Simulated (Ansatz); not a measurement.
The system is PbS (Galena).

```
Pb S
1.0
     0.00000    2.96575    2.96575
     2.96575    0.00000    2.96575
     2.96575    2.96575    0.00000
Pb S
1 1
Cartesian
  0.0000 0.0000 0.0000
  2.9657 2.9657 2.9657
```

Base run:

- Program: Ansatz 0.2.0
- Functional: PBEsol
- Potentials or basis: all-electron LAPW, scalar-relativistic
- Cutoff: 178 eV
- Density cutoff: 711 eV
- Basis error allowed: 0.001 eV/atom
- k mesh: 8 × 8 × 8
- Occupations: fermi-dirac, width 0.05 eV
- Spin: no spin polarisation

Its results: band gap on the k mesh 0.25 eV, direct; pressure -0.9 GPa.

Problem. The run is repeated on the same cell with these changes: functional from PBEsol to RPBE. What comes out?

Solution. Band gap on the k mesh 0.45 eV, direct; pressure 4.2 GPa.

RPBE binds less tightly than PBEsol, so the same cell stands under more pressure.

Caveats: spin-orbit coupling is left out, which as a rule narrows the gap of such compounds by several tenths of an eV.

Not every run made on this cell is shown here.
